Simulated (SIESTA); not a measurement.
RbCl:

```xyz
2
Lattice="0.0000 3.2740 3.2740 3.2740 0.0000 3.2740 3.2740 3.2740 0.0000" Properties=species:S:1:pos:R:3 pbc="T T T"
Rb    0.0000    0.0000    0.0000
Cl    3.2740    3.2740    3.2740
```

Base run:

* Program: SIESTA 5.4.2
* Functional: PBEsol
* Potentials or basis: PseudoDojo 0.4 standard (PBEsol files)
* Basis: DZP (energy shift 0.003 Ry; two zetas on semicore shells; d shell added on Rb)
* Grid cutoff: 800 Ry
* Energy shift: 0.003 Ry
* k mesh: 7 × 7 × 7
* Occupations: fermi-dirac, width 0.05 eV
* Spin: no spin polarisation

Its results: band gap on the k mesh 4.93 eV, direct; pressure -0.1 GPa.

The run is repeated on the same cell with these changes: functional from PBEsol to PBE; potentials or basis from PseudoDojo 0.4 standard (PBEsol files) to PseudoDojo 0.4 standard (PBE files). What comes out?

Band gap on the k mesh 5.09 eV, direct; pressure 1.1 GPa.

Caveats: the basis of atomic orbitals isn't converged, which shifts pressures, moduli and gaps.
